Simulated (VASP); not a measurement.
Input of a VASP 6.6.1 run:

Contents of INCAR:

```
SYSTEM = GaSb
AGGAC    = 1.0          
AGGAX    = 1.0          
ALDAC    = 0.0          
ALDAX    = 1.0          
ALGO     = Normal         ! electronic algorithm
EDIFF    = 1E-6           ! SCF threshold, eV
ENCUT    = 520            ! plane-wave cutoff, eV
GGA      = B5             ! functional
ISIF     = 2              ! what is computed and relaxed
ISMEAR   = -1             ! smearing method
IVDW     = 13             ! dispersion correction
LASPH    = .TRUE.         ! aspherical terms in the spheres
LCHARG   = .FALSE.        ! write CHGCAR
LREAL    = .FALSE.        ! projectors in reciprocal space
LWAVE    = .FALSE.        ! write WAVECAR
NBANDS   = 16             ! bands
NELM     = 60             ! most SCF steps
PREC     = Accurate       ! precision mode
SIGMA    = 0.05           ! smearing width, eV
VDW_A1   = 0.44488865   
VDW_A2   = 4.0933009    
VDW_S6   = 1.0          
VDW_S8   = 2.34076671
```

Contents of KPOINTS:

```
k-points
0
G
  8 8 8
  0 0 0
```

Contents of POSCAR:

```
GaSb
1.0
    0.0000000000      3.0666548053      3.0666548053
    3.0666548053      0.0000000000      3.0666548053
    3.0666548053      3.0666548053      0.0000000000
Sb Ga
1 1
Direct
    0.7500000000      0.7500000000      0.7500000000
    0.0000000000      0.0000000000      0.0000000000
```

Potentials or basis: VASP PAW PBE potentials, release 64 (Sb, Ga_d).

Run with:

```sh
$ cat potpaw_PBE.64/Sb/POTCAR potpaw_PBE.64/Ga_d/POTCAR > POTCAR
$ mpirun -np 1 vasp_std > vasp.out
```

Question: What does it give for the pressure?

Answer: 0.2 GPa.

Question: What does it give for the band gap on the k mesh?

Answer: Zero (filled and empty bands touch).

Caveat: the PAW data sets were made with another functional, which shifts forces and pressure a little; spin-orbit coupling is left out, which moves the levels of the heavy elements; pairwise dispersion overbinds metals, which lowers pressure and volume.

**The experiment to reproduce.**

From a printed reference work, data compilation, for a bulk crystal of GaSb at 4.2 K: band gap 0.811 eV (direct).

Measured gap of GaSb: 0.811 eV (direct; 4.2 K; a printed reference work, data compilation). This calculation gives 0.00 eV (-0.81 eV). Spin-orbit coupling on Ga, Sb is left out. The value is that of BLYP+D4 on a finite k mesh, which can miss the band edges, without temperature or zero-point motion. Semilocal functionals fall short of measured gaps as a rule.
